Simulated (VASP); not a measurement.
# ZnS (Wurtzite-2H) (P6_3mc) in VASP: notebook

One crystal, ZnS (Wurtzite-2H), is run at these levels: PBE; tasks: single point.

Everything below comes from runs of VASP 6.6.1. Logs are shortened: lines on timing, memory, paths and dates and some standing lists are left out, and cuts for length are marked.

### Step 1. The undisturbed crystal

The structure is hexagonal, space group P6_3mc (No. 186). The conventional cell has a = 3.811 Å, b = 3.811 Å, c = 6.234 Å, α = 90.00°, β = 90.00°, γ = 120.00°. Around Zn (site symmetry 3m) lie 4 S at 2.31 to 2.40 Å. S (site symmetry 3m) has 4 Zn at 2.31 to 2.40 Å as nearest neighbours.

### Step 2. Single point, PBE (grid = ENCUT=400 dk=0.35 cell=2x2x1 ISMEAR=0 SIGMA=0.05 LREAL=Auto EDIFF=1e-06)

Input file INCAR:

```
SYSTEM = ZnS
ALGO = Fast
EDIFF = 1E-6
ENCUT = 400
GGA = PE
ISIF = 2
ISMEAR = 0
LASPH = .TRUE.
LCHARG = .FALSE.
LREAL = Auto
LWAVE = .FALSE.
NBANDS = 80
NELM = 120
PREC = Accurate
SIGMA = 0.05
```

Input file KPOINTS:

```
k-points
0
G
  3 3 3
  0 0 0
```

Input file POSCAR:

```
ZnS
1.0
    7.6220000000      0.0000000000      0.0000000000
   -3.8110000000      6.6008456276      0.0000000000
    0.0000000000      0.0000000000      6.2340000000
Zn S
8 8
Direct
    0.3333333334      0.1666666666      0.5000000000
    0.3333333334      0.6666666666      0.5000000000
    0.8333333333      0.1666666666      0.5000000000
    0.8333333333      0.6666666666      0.5000000000
    0.1666666666      0.3333333334      0.0000000000
    0.1666666666      0.8333333333      0.0000000000
    0.6666666666      0.3333333334      0.0000000000
    0.6666666666      0.8333333333      0.0000000000
    0.3333333334      0.1666666666      0.8850000000
    0.3333333334      0.6666666666      0.8850000000
    0.8333333333      0.1666666666      0.8850000000
    0.8333333333      0.6666666666      0.8850000000
    0.1666666666      0.3333333334      0.3850000000
    0.1666666666      0.8333333333      0.3850000000
    0.6666666666      0.3333333334      0.3850000000
    0.6666666666      0.8333333333      0.3850000000
```

Potentials or basis: VASP PAW PBE potentials, release 64 (Zn, S).

Launch:

```
$ cat potpaw_PBE.64/Zn/POTCAR potpaw_PBE.64/S/POTCAR > POTCAR
$ mpirun -np 1 vasp_std > vasp.out
```

OUTCAR:

```text
SYSTEM = ZnS
   EDIFF = 1E-6
   ENCUT = 400
   GGA = PE
   ISIF = 2
   ISMEAR = 0
   LASPH = .TRUE.
   LREAL = Auto
   NELM = 120
   PREC = Accurate

 Found      6 irreducible k-points:

 Following reciprocal coordinates:
            Coordinates               Weight
  0.000000  0.000000  0.000000      1.000000
  0.333333  0.000000  0.000000      6.000000
  0.333333  0.333333  0.000000      2.000000
  0.000000  0.000000  0.333333      2.000000
  0.333333  0.000000  0.333333     12.000000
  0.333333  0.333333  0.333333      4.000000
   k-points           NKPTS =      6   k-points in BZ     NKDIM =      6   number of bands    NBANDS=     80
   number of dos      NEDOS =    301   number of ions     NIONS =     16
   total plane-waves  NPLWV = 105000
   dimension x,y,z NGX =    50 NGY =   50 NGZ =   42
   dimension x,y,z NGXF=   100 NGYF=  100 NGZF=   84
   ions per type =               8   8
   NGX,Y,Z   is equivalent  to a cutoff of  10.91, 10.91, 11.20 a.u.
   NGXF,Y,Z  is equivalent  to a cutoff of  21.81, 21.81, 22.40 a.u.
 SYSTEM =  ZnS
   PREC   = accura    normal or accurate (medium, high low for compatibility)
   ISTART =      0    job   : 0-new  1-cont  2-samecut
   ICHARG =      2    charge: 1-file 2-atom 10-const
   ISPIN  =      1    spin polarized calculation?
   LNONCOLLINEAR =      F non collinear calculations
   LSORBIT =      F    spin-orbit coupling
   LASPH  =      T    aspherical Exc in radial PAW
   ENCUT  =  400.0 eV  29.40 Ry    5.42 a.u.  12.43 12.43 10.17*2*pi/ulx,y,z
   NELM   =    120;   NELMIN=  2; NELMDL= -5     # of ELM steps
   EDIFF  = 0.1E-05   stopping-criterion for ELM
   LREAL  =      T    real-space projection
   EDIFFG = 0.1E-04   stopping-criterion for IOM
   NSW    =      0    number of steps for IOM
   IBRION =     -1    ionic relax: 0-MD 1-quasi-New 2-CG
   NFREE  =      0    steps in history (QN), initial steepest desc. (CG)
   ISIF   =      2    stress and relaxation
   ISYM   =      2    0-nonsym 1-usesym 2-fastsym
   POTIM  = 0.5000    time-step for ionic-motion
   TEBEG  =    0.0;   TEEND  =   0.0 temperature during run
   PSTRESS=    0.0 pullay stress
   NELECT =     144.0000    total number of electrons
   NUPDOWN=      -1.0000    fix difference up-down
   EMIN   =  10.00;   EMAX   =-10.00  energy-range for DOS
   EFERMI =   0.00;   METHOD = LEGACY
   ISMEAR =     0;   SIGMA  =   0.05  broadening in eV -4-tet -1-fermi 0-gaus
   EFERMI_NEDOS =   21; number of points for ismear=-14 and -15
   IALGO  =     68    algorithm
   IMIX   =      4    mixing-type and parameters
     AMIX     =   0.40;   BMIX     =  1.00
     AMIX_MAG =   1.60;   BMIX_MAG =  1.00
  volume/ion in A,a.u.               =      19.60       132.29
  Fermi-wavevector in a.u.,A,eV,Ry     =   1.262943  2.386617 21.701647  1.595026
  Thomas-Fermi vector in A             =   2.396326
   LORBIT       =      0    0 simple, 1 ext, 2 COOP (PROOUT), +10 PAW based schemes
   GGA     = PE    functional components
   LHFCALC =     F    Hartree Fock is set to
   AEXX    =    0.0000 exact exchange contribution
   IVDW    =     0    specifies the selected vdW correction
   LEPSILON=     F    determine dielectric tensor
   LRPA    =     F    only Hartree local field effects (RPA)
 non-spin polarized calculation
 RMM-DIIS sequential band-by-band and
 Gauss-broadening in eV      SIGMA  =   0.05
  energy-cutoff  :      400.00
  volume of cell :      313.64
 maximum number of plane-waves:      5726
 NGX is ok and might be reduce to    50
   NGX = 25   NGY = 25   NGZ = 21

 number of electron     143.9999755 magnetization

 Free energy of the ion-electron system (eV)
  ---------------------------------------------------
  ext. energy  EPLUGINS =         0.00000000
  ---------------------------------------------------
  free energy    TOTEN  =       -54.59130273 eV

  energy without entropy =      -54.59130273  energy(sigma->0) =      -54.59130273

 E-fermi :   2.4425     XC(G=0):  -9.6505

 val. band max:        2.1657102649   @ k =   0.0000   0.0000   0.0000
 cond. band min:       4.4164392130   @ k =   0.0000   0.0000   0.0000
 fundamental gap:      2.2507289482
 Fermi energy:         2.4424727068

 k-point     1 :       0.0000    0.0000    0.0000
  band No.  band energies     occupation
      1     -11.0293      2.00000
      2     -10.1058      2.00000
      3     -10.0929      2.00000
      4     -10.0929      2.00000
      5     -10.0929      2.00000
      6      -9.7711      2.00000
[... 72 lines left out ...]
     79       6.4339      0.00000
     80       6.4339      0.00000

 k-point     2 :       0.3333    0.0000    0.0000
  band No.  band energies     occupation
      1     -10.8441      2.00000
      2     -10.3995      2.00000
      3     -10.1072      2.00000
      4     -10.1072      2.00000
      5     -10.0019      2.00000
      6      -9.8139      2.00000
[... 72 lines left out ...]
     79       7.1628      0.00000
     80       7.2940      0.00000

 k-point     3 :       0.3333    0.3333    0.0000
  band No.  band energies     occupation
      1     -10.5255      2.00000
      2     -10.5255      2.00000
      3     -10.5255      2.00000
      4      -9.8553      2.00000
      5      -9.8553      2.00000
      6      -9.8553      2.00000
[... 72 lines left out ...]
     79       7.1314      0.00000
     80       7.8710      0.00000

 k-point     4 :       0.0000    0.0000    0.3333
  band No.  band energies     occupation
      1     -10.8258      2.00000
      2     -10.3679      2.00000
      3     -10.0057      2.00000
      4     -10.0057      2.00000
      5     -10.0057      2.00000
      6      -9.8437      2.00000
[... 72 lines left out ...]
     79       5.9998      0.00000
     80       5.9998      0.00000

 k-point     5 :       0.3333    0.0000    0.3333
  band No.  band energies     occupation
      1     -10.6547      2.00000
      2     -10.2579      2.00000
      3     -10.2360      2.00000
      4     -10.0155      2.00000
      5     -10.0155      2.00000
      6      -9.9645      2.00000
[... 72 lines left out ...]
     79       7.0575      0.00000
     80       7.0615      0.00000

 k-point     6 :       0.3333    0.3333    0.3333
  band No.  band energies     occupation
      1     -10.3676      2.00000
      2     -10.3676      2.00000
      3     -10.3676      2.00000
      4     -10.0326      2.00000
      5     -10.0326      2.00000
      6     -10.0326      2.00000
[... 72 lines left out ...]
     79       7.1930      0.00000
     80       7.2041      0.00000

------------------------ aborting loop because EDIFF is reached ----------------------------------------

  FORCE on cell =-STRESS in cart. coord.  units (eV):
  Direction    XX          YY          ZZ          XY          YZ          ZX
  --------------------------------------------------------------------------------------
  -------------------------------------------------------------------------------------
  Total        5.7105521      5.7105521      1.6647341      0.0000000      0.0000000      0.0000000
  in kB       29.1711375     29.1711375      8.5039391      0.0000000      0.0000000      0.0000000
  external PRESSURE =      22.2820714 kB  Pullay stress =       0.0000000 kB

 VOLUME and BASIS-vectors are now :
 -----------------------------------------------------------------------------
  energy-cutoff  :      400.00
  volume of cell :      313.64
      direct lattice vectors                 reciprocal lattice vectors
     7.622000000  0.000000000  0.000000000     0.131199160  0.075747871  0.000000000
    -3.811000000  6.600845628  0.000000000     0.000000000  0.151495741  0.000000000
     0.000000000  0.000000000  6.234000000     0.000000000  0.000000000  0.160410651

 POSITION                                       TOTAL-FORCE (eV/Angst)
 -----------------------------------------------------------------------------------
      1.90550      1.10014      3.11700         0.000000      0.000000      0.323260
      0.00000      4.40056      3.11700        -0.000000     -0.000000      0.323260
      5.71650      1.10014      3.11700         0.000000     -0.000000      0.323260
      3.81100      4.40056      3.11700        -0.000000     -0.000000      0.323260
     -0.00000      2.20028      0.00000         0.000000     -0.000000      0.323260
     -1.90550      5.50070      0.00000         0.000000      0.000000      0.323260
[... 8 lines left out ...]
      3.81100      2.20028      2.40009        -0.000000     -0.000000     -0.323260
      1.90550      5.50070      2.40009        -0.000000      0.000000     -0.323260
 -----------------------------------------------------------------------------------
    total drift:                               -0.000004     -0.000005     -0.002154

  FREE ENERGIE OF THE ION-ELECTRON SYSTEM (eV)
  ---------------------------------------------------
  free  energy   TOTEN  =       -54.5913027292 eV

  energy  without entropy=      -54.5913027292  energy(sigma->0) =      -54.59130273
```

It took 2.6 min on 1 thread of Intel Xeon Platinum 8488C (Sapphire Rapids), shared host; peak memory 0.34 GiB.

The run converged, but some of its settings lie outside the range that counts as converged, so its numbers aren't taken as properties of the crystal.

What came out:

* Free energy: -54.5913 eV
* Pressure: 2.2 GPa
* Largest force: 0.323 eV/Å
* Band gap on the k mesh: 2.25 eV

### Step 3. Single point, PBE (grid = ENCUT=400 dk=1.6 cell=2x2x1 ISMEAR=0 SIGMA=0.05 LREAL=Auto EDIFF=1e-06)

INCAR is that of step 2.

Input file KPOINTS:

```
k-points
0
G
  1 1 1
  0 0 0
```

POSCAR is that of step 2.

Potentials or basis: VASP PAW PBE potentials, release 64 (Zn, S).

Launch:

```
$ cat potpaw_PBE.64/Zn/POTCAR potpaw_PBE.64/S/POTCAR > POTCAR
$ mpirun -np 1 vasp_std > vasp.out
```

It took 41 s on 1 thread of Intel Xeon Platinum 8488C (Sapphire Rapids), shared host; peak memory 0.3 GiB.

These settings aren't checked as converged: the numbers below hold their error.

Results:

```yaml
Free_energy: -50.5021 eV
Pressure: 3.8 GPa
Largest_force: 0.400 eV/Å
Band_gap_on_the_k_mesh: 2.20 eV
```

Caveat: the k mesh is coarse (spacing up to 1.01 Å⁻¹), so the values aren't converged; an odd mesh through Γ misses points on the zone boundary, where band edges often lie.
